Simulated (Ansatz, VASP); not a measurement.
**Bi in VASP and in Ansatz**

INCAR

```
PREC = Accurate
ENCUT = 520
EDIFF = 1E-6
ISMEAR = -1
SIGMA = 0.08
LREAL = F
LASPH = T
NELM = 60
ALGO = Normal
ISIF = 2
LWAVE = F
LCHARG = T
GGA = PS
LELF = T
LVHAR = T
NBANDS = 22
```

KPOINTS

```
regular mesh
0
Gamma
  9 9 3
```

File POSCAR:

```
Bi
1.0
    4.4463416410      0.0000000000      0.0000000000
   -2.2231708206      3.8506448151      0.0000000000
    0.0000000000      0.0000000000     11.5875240800
Bi
2
Direct
    0.3333333333      0.6666666667      0.2500000000
    0.6666666667      0.3333333333      0.7500000000
```

Input for Ansatz:

```yaml
crystal:
  lattice:
    - [4.446341641, 0.0, 0.0]
    - [-2.2231708206, 3.8506448151, 0.0]
    - [0.0, 0.0, 11.58752408]
  atoms:
    - { symbol: Bi, position: [0.3333333333, 0.6666666667, 0.25] }
    - { symbol: Bi, position: [0.6666666667, 0.3333333333, 0.75] }
kpoints:
  mp_grid: { grid: [9, 9, 3] }
  band_path:
    path:
      - [0.0, 0.0, 0.0]
      - [0.5, 0.0, 0.0]
      - [0.3333333333, 0.3333333333, 0.0]
      - [0.0, 0.0, 0.0]
      - [0.0, 0.0, 0.5]
      - [0.5, 0.0, 0.5]
      - [0.3333333333, 0.3333333333, 0.5]
      - [0.0, 0.0, 0.5]
      - [0.5, 0.0, 0.5]
    npoints: 5
scf:
  occupations: { method: fermi_dirac, width: 0.08 }
hamiltonian:
  xc: pbesol
  pseudopotentials: { kind: all_electron, lapw: { basis_error: 0.00025 } }
output:
  forces: true
  stress: true
  eigenvalues: true
```

Change from the starting cell: volume scaled by 0.94.

Alike in both runs: task single point; functional PBEsol; k mesh 9 × 9 × 3; occupations fermi-dirac, width 0.08 eV; no spin polarisation.

```csv
,VASP,Ansatz
version,VASP 6.6.1,Ansatz 0.2.0
potentials or method,"VASP PAW PBE potentials, release 64 (Bi_d)","all-electron LAPW, scalar-relativistic"
plane-wave cutoff (eV),520,see its input
```

|  | VASP | Ansatz | Ansatz less VASP |
| --- | --- | --- | --- |
| pressure (GPa) | -3.8 | -3.8 | +0.02 |
| largest component of the traceless stress (GPa) | 3.36 | 3.37 | +0.004 |

Ansatz ran all-electron here, so the differences hold the error of VASP's frozen core and of both bases.

Caveats: the PAW data sets were made with another functional, which shifts forces and pressure a little (VASP); spin-orbit coupling is left out, which moves the levels of the heavy elements.
